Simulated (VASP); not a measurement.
# CdTe (F-43m) in VASP: further runs, part 2 of 3

VASP 6.6.1. The steps go on from the part before.

**3. Single point, revPBE+D4**

File INCAR:

```
  PREC = Accurate
  ENCUT = 520
  EDIFF = 1E-7
  ISMEAR = -1
  SIGMA = 0.05
  LREAL = F
  LASPH = T
  NELM = 100
  ALGO = Normal
  ISIF = 2
  LWAVE = F
  LCHARG = T
  GGA = RE
  IVDW = 13
  LELF = T
  LVHAR = T
  NBANDS = 16
```

File KPOINTS:

```
Automatic mesh
0
Gamma
  7 7 7
```

File POSCAR:

```
CdTe
1.0
    0.0000000000      3.1834892848      3.1834892848
    3.1834892848      0.0000000000      3.1834892848
    3.1834892848      3.1834892848      0.0000000000
Te Cd
1 1
Direct
    0.7500000000      0.7500000000      0.7500000000
    0.0000000000      0.0000000000      0.0000000000
```

Potentials or basis: VASP PAW PBE potentials, release 64 (Te, Cd).

Run with:

```bash
> cat potpaw_PBE.64/Te/POTCAR potpaw_PBE.64/Cd/POTCAR > POTCAR
> mpirun -np 1 vasp_std > vasp.out
```

OUTCAR:

```text
PREC = Accurate
   ENCUT = 520
   EDIFF = 1E-7
   ISMEAR = -1
   LREAL = F
   LASPH = T
   NELM = 100
   ISIF = 2
   GGA = RE
   IVDW = 13

 ion  position               nearest neighbor table
   1  0.750  0.750  0.750-   2 2.76   2 2.76   2 2.76   2 2.76
   2  0.000  0.000  0.000-   1 2.76   1 2.76   1 2.76   1 2.76

  LATTYP: Found a face centered cubic cell.
 ALAT       =     6.3669785696

  Lattice vectors:

 A1 = (   0.0000000000,   3.1834892848,   3.1834892848)
 A2 = (   3.1834892848,   0.0000000000,   3.1834892848)
 A3 = (   3.1834892848,   3.1834892848,   0.0000000000)

Analysis of symmetry for initial positions (statically):
=====================================================================
 Subroutine PRICEL returns:
 Original cell was already a primitive cell.

 Routine SETGRP: Setting up the symmetry group for a
 face centered cubic supercell.

 Subroutine GETGRP returns: Found 24 space group operations
 (whereof 24 operations were pure point group operations)
 out of a pool of 48 trial point group operations.

The static configuration has the point symmetry T_d .

Analysis of symmetry for dynamics (positions and initial velocities):
=====================================================================
 Subroutine PRICEL returns:
 Original cell was already a primitive cell.

 Routine SETGRP: Setting up the symmetry group for a
 face centered cubic supercell.

 Subroutine GETGRP returns: Found 24 space group operations
 (whereof 24 operations were pure point group operations)
 out of a pool of 48 trial point group operations.

The dynamic configuration has the point symmetry T_d .

 Subroutine INISYM returns: Found 24 space group operations
 (whereof 24 operations are pure point group operations),
 and found     1 'primitive' translations

----------------------------------------------------------------------------------------

                                     Primitive cell

  volume of cell :      64.5268

  direct lattice vectors                    reciprocal lattice vectors
     0.000000000  3.183489285  3.183489285    -0.157060368  0.157060368  0.157060368
     3.183489285  0.000000000  3.183489285     0.157060368 -0.157060368  0.157060368
     3.183489285  3.183489285  0.000000000     0.157060368  0.157060368 -0.157060368

  length of vectors
     4.502133722  4.502133722  4.502133722     0.272036538  0.272036538  0.272036538

  position of ions in fractional coordinates (direct lattice)
     0.750000000  0.750000000  0.750000000
     0.000000000  0.000000000  0.000000000

  ion indices of the primitive-cell ions
   primitive index   ion index
                 1           1
                 2           2

----------------------------------------------------------------------------------------

 KPOINTS: Automatic mesh

Automatic generation of k-mesh.
 Grid dimensions read from file:
 generate k-points for:    7    7    7

 Generating k-lattice:

  Cartesian coordinates                     Fractional coordinates (reciprocal lattice)
    -0.022437195  0.022437195  0.022437195     0.142857143  0.000000000  0.000000000
     0.022437195 -0.022437195  0.022437195     0.000000000  0.142857143  0.000000000
     0.022437195  0.022437195 -0.022437195     0.000000000  0.000000000  0.142857143

  Length of vectors
     0.038862363  0.038862363  0.038862363

  Shift w.r.t. Gamma in fractional coordinates (k-lattice)
     0.000000000  0.000000000  0.000000000

 Subroutine IBZKPT returns following result:
 ===========================================

 Found     20 irreducible k-points:

 Following reciprocal coordinates:
            Coordinates               Weight
  0.000000  0.000000  0.000000      1.000000
  0.142857  0.000000  0.000000      8.000000
  0.285714  0.000000  0.000000      8.000000
  0.428571  0.000000  0.000000      8.000000
  0.142857  0.142857  0.000000      6.000000
  0.285714  0.142857  0.000000     24.000000
[... 12 lines left out ...]
 -0.428571  0.428571  0.142857     24.000000
 -0.285714  0.428571  0.142857     24.000000
   k-points           NKPTS =     20   k-points in BZ     NKDIM =     20   number of bands    NBANDS=     16
   number of dos      NEDOS =    301   number of ions     NIONS =      2
   total plane-waves  NPLWV =  46656
   dimension x,y,z NGX =    36 NGY =   36 NGZ =   36
   dimension x,y,z NGXF=    72 NGYF=   72 NGZF=   72
   ions per type =               1   1
   NGX,Y,Z   is equivalent  to a cutoff of  13.29, 13.29, 13.29 a.u.
   NGXF,Y,Z  is equivalent  to a cutoff of  26.59, 26.59, 26.59 a.u.
 SYSTEM =  unknown system
   PREC   = accura    normal or accurate (medium, high low for compatibility)
   ISTART =      0    job   : 0-new  1-cont  2-samecut
   ICHARG =      2    charge: 1-file 2-atom 10-const
   ISPIN  =      1    spin polarized calculation?
   LNONCOLLINEAR =      F non collinear calculations
   LSORBIT =      F    spin-orbit coupling
   LASPH  =      T    aspherical Exc in radial PAW
   ENCUT  =  520.0 eV  38.22 Ry    6.18 a.u.   8.37  8.37  8.37*2*pi/ulx,y,z
   NELM   =    100;   NELMIN=  2; NELMDL= -5     # of ELM steps
   EDIFF  = 0.1E-06   stopping-criterion for ELM
   LREAL  =      F    real-space projection
   EDIFFG = 0.1E-05   stopping-criterion for IOM
   NSW    =      0    number of steps for IOM
   IBRION =     -1    ionic relax: 0-MD 1-quasi-New 2-CG
   NFREE  =      0    steps in history (QN), initial steepest desc. (CG)
   ISIF   =      2    stress and relaxation
   ISYM   =      2    0-nonsym 1-usesym 2-fastsym
   POTIM  = 0.5000    time-step for ionic-motion
   TEBEG  =    0.0;   TEEND  =   0.0 temperature during run
   PSTRESS=    0.0 pullay stress
   NELECT =      18.0000    total number of electrons
   NUPDOWN=      -1.0000    fix difference up-down
   EMIN   =  10.00;   EMAX   =-10.00  energy-range for DOS
   EFERMI =   0.00;   METHOD = LEGACY
   ISMEAR =    -1;   SIGMA  =   0.05  broadening in eV -4-tet -1-fermi 0-gaus
   EFERMI_NEDOS =   21; number of points for ismear=-14 and -15
   IALGO  =     38    algorithm
   IMIX   =      4    mixing-type and parameters
     AMIX     =   0.40;   BMIX     =  1.00
     AMIX_MAG =   1.60;   BMIX_MAG =  1.00
  volume/ion in A,a.u.               =      32.26       217.72
  Fermi-wavevector in a.u.,A,eV,Ry     =   1.069676  2.021395 15.567880  1.144207
  Thomas-Fermi vector in A             =   2.205363
   LORBIT       =      0    0 simple, 1 ext, 2 COOP (PROOUT), +10 PAW based schemes
   GGA     = RE    functional components
   LHFCALC =     F    Hartree Fock is set to
   AEXX    =    0.0000 exact exchange contribution
   IVDW    =    13    specifies the selected vdW correction
   LEPSILON=     F    determine dielectric tensor
   LRPA    =     F    only Hartree local field effects (RPA)
 non-spin polarized calculation
  energy-cutoff  :      520.00
  volume of cell :       64.53
 maximum number of plane-waves:      1807
 NGX is ok and might be reduce to    36
   NGX = 17   NGY = 17   NGZ = 17

 number of electron      18.0000001 magnetization

 Free energy of the ion-electron system (eV)
  ---------------------------------------------------
  ext. energy  EPLUGINS =         0.00000000
  ---------------------------------------------------
  free energy    TOTEN  =        -4.06580074 eV

  energy without entropy =       -4.06580039  energy(sigma->0) =       -4.06580057

 E-fermi :   3.4849     XC(G=0):  -8.6713

 val. band max:        2.9312974365   @ k =   0.0000   0.0000   0.0000
 cond. band min:       3.9776314359   @ k =   0.0000   0.0000   0.0000
 fundamental gap:      1.0463339994
 Fermi energy:         3.4849127687

 k-point     1 :       0.0000    0.0000    0.0000
  band No.  band energies     occupation
      1      -8.5308      2.00000
      2      -5.5584      2.00000
      3      -5.5584      2.00000
      4      -5.5584      2.00000
      5      -5.2577      2.00000
      6      -5.2577      2.00000
[... 8 lines left out ...]
     15      12.3781      0.00000
     16      12.3781      0.00000
[... 343 lines left out ...]
 k-point    20 :      -0.2857    0.4286    0.1429
  band No.  band energies     occupation
      1      -7.9688      2.00000
      2      -5.4263      2.00000
      3      -5.4093      2.00000
      4      -5.2943      2.00000
      5      -5.2549      2.00000
      6      -4.6236      2.00000
[... 8 lines left out ...]
     15      13.2842      0.00000
     16      15.2668      0.00000

------------------------ aborting loop because EDIFF is reached ----------------------------------------

  DFT-D4 for vdW energy calculation

  Edisp (eV):   -1.20807

  FORCE on cell =-STRESS in cart. coord.  units (eV):
  Direction    XX          YY          ZZ          XY          YZ          ZX
  --------------------------------------------------------------------------------------
  -------------------------------------------------------------------------------------
  Total       1.33301     1.33301     1.33301     0.00000    -0.00000     0.00000
  in kB      33.09819    33.09819    33.09819     0.00000    -0.00000     0.00000
  external pressure =       33.10 kB  Pullay stress =        0.00 kB

 VOLUME and BASIS-vectors are now :
 -----------------------------------------------------------------------------
  energy-cutoff  :      520.00
  volume of cell :       64.53
      direct lattice vectors                 reciprocal lattice vectors
     0.000000000  3.183489285  3.183489285    -0.157060368  0.157060368  0.157060368
     3.183489285  0.000000000  3.183489285     0.157060368 -0.157060368  0.157060368
     3.183489285  3.183489285  0.000000000     0.157060368  0.157060368 -0.157060368

 POSITION                                       TOTAL-FORCE (eV/Angst)
 -----------------------------------------------------------------------------------
      4.77523      4.77523      4.77523         0.000000      0.000000      0.000000
      0.00000      0.00000      0.00000        -0.000000     -0.000000     -0.000000
 -----------------------------------------------------------------------------------
    total drift:                                0.000000      0.000000      0.000000

  FREE ENERGIE OF THE ION-ELECTRON SYSTEM (eV)
  ---------------------------------------------------
  free  energy   TOTEN  =        -5.2738717784 eV

  energy  without entropy=       -5.2738714203  energy(sigma->0) =       -5.27387160
```

stdout:

```text
POSCAR found type information on POSCAR TeCd
 POSCAR found :  2 types and       2 ions
 scaLAPACK will be used
 -----------------------------------------------------------------------------
|                                                                             |
|                                                                             |
|     You enforced a specific xc type in the INCAR file but a different       |
|     I HOPE YOU KNOW WHAT YOU ARE DOING!                                     |
|                                                                             |
 -----------------------------------------------------------------------------

 LDA part: xc-table for (Slater+PW92), standard interpolation
 POSCAR, INCAR and KPOINTS ok, starting setup
 FFT: planning ... GRIDC
 FFT: planning ... GRID_SOFT
 FFT: planning ... GRID
 WAVECAR not read
 entering main loop
```

Run time: 24 s. Hardware: 1 thread of AMD EPYC 9R45 (Zen 5), shared host; peak memory 0.18 GiB.

What came out:

```yaml
Free_energy: -5.2739 eV
Pressure: 3.3 GPa
Band_gap_on_the_k_mesh: 1.05 eV, direct
Dispersion_energy_per_atom: -0.604 eV
```

Caveat: the PAW data sets were made with another functional, which shifts forces and pressure a little; spin-orbit coupling is left out, which moves the levels of the heavy elements. Expect the measured gap to be larger: semilocal functionals such as revPBE lack the derivative discontinuity.

**4. Single point, RPBE+D3(BJ)**

This run uses another cell than the first one, of 32.92 Å³/atom, 1.020 times its volume.

File INCAR:

```
SYSTEM = CdTe
PREC = Accurate
ENCUT = 520
EDIFF = 1E-7
ISMEAR = -1
SIGMA = 0.05
LREAL = .FALSE.
LASPH = .TRUE.
NELM = 100
ALGO = Normal
ISIF = 2
LWAVE = .FALSE.
LCHARG = .TRUE.
GGA = RP
IVDW = 12
LELF = .TRUE.
LVHAR = .TRUE.
NBANDS = 16
```

File KPOINTS:

```
regular mesh
0
G
  7 7 7
  0 0 0
```

File POSCAR:

```
CdTe
1.0
    0.0000000000      3.2050000000      3.2050000000
    3.2050000000      0.0000000000      3.2050000000
    3.2050000000      3.2050000000      0.0000000000
Te Cd
1 1
Direct
    0.7500000000      0.7500000000      0.7500000000
    0.0000000000      0.0000000000      0.0000000000
```

Run with:

```bash
> cat potpaw_PBE.64/Te/POTCAR potpaw_PBE.64/Cd/POTCAR > POTCAR
> mpirun -np 1 vasp_std > vasp.out
```

Wall time 21 s (1 thread of AMD EPYC 9R45 (Zen 5), shared host); peak memory 0.19 GiB.

Results (log left out):

* Free energy: -7.0887 eV
* Pressure: -2.8 GPa
* Band gap on the k mesh: 1.02 eV, direct
* Dispersion energy per atom: -1.533 eV

Levels at points of the mesh, in eV from the valence-band top:
| k point | band 6 | band 7 | band 8 | band 9 | band 10 | band 11 | band 12 | band 13 |
| --- | --- | --- | --- | --- | --- | --- | --- | --- |
| (0.00, 0.00, 0.00) | -8.13 | 0.00 | 0.00 | 0.00 | 1.02 | 4.63 | 4.63 | 4.63 |

Caveat: the PAW data sets were made with another functional, which shifts forces and pressure a little; spin-orbit coupling is left out, which moves the levels of the heavy elements.

(Part 2 of 3 ends here.)
